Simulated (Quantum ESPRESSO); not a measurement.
AlAu:

```xyz
2
Lattice="3.2239 0.0000 0.0000 0.0000 3.2239 0.0000 0.0000 0.0000 3.2239" Properties=species:S:1:pos:R:3 pbc="T T T"
Au    1.6120    1.6120    1.6120
Al    0.0000    0.0000    0.0000
```

The cell comes from a database or a generator and needn't be the stable form of this composition.

| Quantity | Value |
| --- | --- |
| Program | Quantum ESPRESSO 7.5 |
| Task | phonons |
| Functional | PBEsol |
| Potentials or basis | GBRV 1.5 PBEsol |
| Cutoff | 612 eV |
| Density cutoff | 4898 eV |
| k mesh | 8 × 8 × 8 |
| Occupations | cold, width 0.2 eV |
| Spin | no spin polarisation |
| Mixing beta | 0.5 |
| Most SCF iterations | 120 |
| SCF threshold | 4e-10 Ry |

The cell and the atoms were relaxed first, to 15.98 Å³/atom (a = 3.173 Å, b = 3.173 Å, c = 3.173 Å, α = 90.00°, β = 90.00°, γ = 90.00°), and the response was taken there.

Task: Which optical modes does the crystal have at the zone centre, and which show in infrared and Raman spectra?

Result: The optical modes are T1u. Infrared active: T1u. None is Raman active.

Optical modes at Γ, degenerate ones joined:
```
cm⁻¹  components  symmetry  active in
 157           3       T1u         IR
```

Caveat: the mesh is thin for the phonons of a metal.
